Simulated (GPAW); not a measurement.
Set up this calculation in GPAW 26.7.0, as an ASE script.

```yaml
Task: single point
Functional: TB-mBJ
Potentials_or_basis: GPAW PAW data sets for LDA (gpaw-data 1.2.1)
Cutoff: 800 eV
Basis: pw
k_mesh: 8 × 8 × 4
Occupations: fermi-dirac, width 0.05 eV
Spin: no spin polarisation
Maxiter: 150
```

The system is ZrC.

```
Zr C
1.0
     3.39148    0.00000    0.00000
    -1.69574    2.93710    0.00000
     0.00000    0.00000    5.29005
Zr C
2 2
Direct
  0.66667 0.33333 0.75000
  0.33333 0.66667 0.25000
  0.00000 0.00000 0.50000
  0.00000 0.00000 0.00000
```

The cell comes from a database or a generator and needn't be the stable form of this composition.

These files were run (other wordings do the same):

run.py

```python
from ase import Atoms
from ase.dft.bandgap import bandgap
from ase.io import write
from gpaw import GPAW, PW

atoms = Atoms(['Zr', 'Zr', 'C', 'C'],
              cell=[[3.3914762718, 0.0, 0.0],
                    [-1.6957381359, 2.9371046077, 0.0],
                    [0.0, 0.0, 5.290053]],
              scaled_positions=[[0.6666666667, 0.3333333333, 0.75],
                                [0.3333333333, 0.6666666667, 0.25],
                                [0.0, 0.0, 0.5],
                                [0.0, 0.0, 0.0]],
              pbc=True)

calc = GPAW(mode=PW(800),
            xc='TB09',
            kpts={'size': (8, 8, 4), 'gamma': True},
            occupations={'name': 'fermi-dirac', 'width': 0.05},
            nbands=31,
            convergence={'density': 1e-05, 'energy': 1e-05},
            eigensolver='cg',
            maxiter=150,
            txt='gpaw.txt')
atoms.calc = calc
energy = atoms.get_potential_energy()
calc.write('gs.gpw')
write('result.traj', atoms)
print('Fermi level:', round(calc.get_fermi_level(), 4), 'eV')
print(f'Gap: {bandgap(calc)[0]:.4f} eV, direct: {bandgap(calc, direct=True)[0]:.4f} eV')
```

Potentials or basis: GPAW PAW data sets for LDA (gpaw-data 1.2.1), pw.

Run with:

```console
$ OMP_NUM_THREADS=1 python run.py
```

Results of the run:

```
Band gap on the k mesh : none (metal or under the smearing width)
```

Caveat: a model potential gives levels but no total energy.

Wall time 13 min on 1 thread of Arm Neoverse V1, with other jobs on the host, peak memory 0.36 GiB.
